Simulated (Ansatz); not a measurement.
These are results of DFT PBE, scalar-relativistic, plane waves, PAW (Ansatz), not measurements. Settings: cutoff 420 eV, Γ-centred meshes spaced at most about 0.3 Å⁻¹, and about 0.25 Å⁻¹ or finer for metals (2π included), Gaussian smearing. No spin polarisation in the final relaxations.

These are static total energies at zero pressure. All come from trial cells, and lower structures may exist.

**Question.** Which of these relaxed structures of C is the lowest in energy?
1.

```xyz
4
Lattice="3.4446 0.0000 0.0000 0.0000 3.4446 0.0000 0.0000 0.0000 4.4196" Properties=species:S:1:pos:R:3 pbc="T T T"
C     0.0000    1.0365    0.0000
C     2.4081    0.0000    0.0000
C     1.0365    0.0000    0.0000
C     0.0000    2.4081    0.0000
```

2.

```xyz
2
Lattice="0.0000 1.7858 1.7858 1.7858 0.0000 1.7858 1.7858 1.7858 0.0000" Properties=species:S:1:pos:R:3 pbc="T T T"
C     0.0000    0.0000    0.0000
C     0.8929    0.8929    0.8929
```

**Answer.** 2. It has the diamond type, space group Fd-3m (No. 227); the next, 1, with space group P4/mmm (No. 123), lies 0.38 eV/atom higher. Counting all near atoms (those within 1.25 times the shortest such distance or 1.15 times the sum of covalent radii, 1.27 where that leaves under three), the lowest has C 4 and the next has C 3.

No dispersion correction is applied, so the spacing and binding between layers, chains or molecules are poorly described (P4/mmm), and this can change margins and order among such cells. The part of the Crystallography Open Database at hand lists C in space groups No. 58, 69, 71, 141, 166 and others; sharing a group (Fd-3m) doesn't make a cell the listed structure. Some structure types and database cells were kept out of the candidates from the start, so a known form may be missing.
